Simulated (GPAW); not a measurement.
A run of GPAW 26.7.0 is set up as follows.

The input run.py:

```python
from ase import Atoms
from ase.eos import EquationOfState
from ase.io import Trajectory
from ase.units import GPa
from gpaw import GPAW, PW

atoms = Atoms(['Ti', 'Ti', 'Ti'],
              cell=[[4.5673748306, 0.0, 0.0],
                    [-2.2836874153, 3.9554626319, 0.0],
                    [0.0, 0.0, 2.82624427]],
              scaled_positions=[[0.6666666667, 0.3333333333, 0.5],
                                [0.3333333333, 0.6666666667, 0.5],
                                [0.0, 0.0, 0.0]],
              pbc=True)

traj = Trajectory('eos.traj', 'w')
volumes, energies = [], []
for x in [0.94, 0.96, 0.98, 1.0, 1.02, 1.04, 1.06]:
    a = atoms.copy()
    a.set_cell(atoms.cell * x**(1 / 3), scale_atoms=True)
    calc = GPAW(mode=PW(600),
                xc={'name': 'vdW-DF', 'backend': 'libvdwxc'},
                kpts={'size': (5, 5, 7), 'gamma': True},
                occupations={'name': 'fermi-dirac', 'width': 0.05},
                nbands=34,
                convergence={'density': 1e-05, 'energy': 1e-05},
                maxiter=150,
                txt=f'eos-{x:.2f}.txt')
    a.calc = calc
    energies.append(a.get_potential_energy(force_consistent=True))
    volumes.append(a.get_volume())
    calc.write(f'eos-{x:.2f}.gpw')
    traj.write(a)
    print(f'{x:.2f} {volumes[-1]:10.4f} A^3 {energies[-1]:14.6f} eV', flush=True)

v0, e0, B = EquationOfState(volumes, energies, eos='birchmurnaghan').fit()
print(f'V0 = {v0:.4f} A^3, E0 = {e0:.6f} eV, B0 = {B / GPa:.2f} GPa')
```

Potentials or basis: GPAW PAW data sets (gpaw-data 1.2.1), pw.

Run with:

```console
$ OMP_NUM_THREADS=1 python run.py
```

(1) Predict the bulk modulus at fixed shape and positions.

(2) What does it give for the equilibrium volume?

Results:

(1) 104 GPa.

(2) 17.80 Å³/atom.

Caveat: the cell was scaled at fixed shape and fractional positions, which overstates the stiffness of a crystal with free parameters, most of all of layers and chains; the PAW data sets were made with another functional, which shifts forces and pressure a little.
